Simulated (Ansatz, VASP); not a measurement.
**Two plane-wave programs on ZnSe (Stilleite)**

```
Se Zn
1.0
     0.00000    2.83380    2.83380
     2.83380    0.00000    2.83380
     2.83380    2.83380    0.00000
Se Zn
1 1
Direct
  0.75000 0.75000 0.75000
  0.00000 0.00000 0.00000
```

Alike in both runs: task single point; functional PBE; k mesh 8 × 8 × 8; occupations fermi-dirac, width 0.05 eV; no spin polarisation.

```csv
,VASP,Ansatz
version,VASP 6.6.1,Ansatz 0.2.0
potentials or method,"VASP PAW PBE potentials, release 64 (Se, Zn)",Ansatz PAW soft_1
plane-wave cutoff (eV),520,420
valence electrons in the cell,18,28
```

VASP gave:

- gap on the k mesh at the Fermi level (eV): 1.29
- least direct gap on the mesh (eV): 1.29
- pressure (GPa): 2.3

**Question.** Estimate Ansatz's values.

**Answer.** gap on the k mesh at the Fermi level (eV): 1.28; least direct gap on the mesh (eV): 1.28; pressure (GPa): 2.1.

The two sets of potentials don't hold the same shells in valence.

Expect the measured gap to be larger: semilocal functionals such as PBE lack the derivative discontinuity.
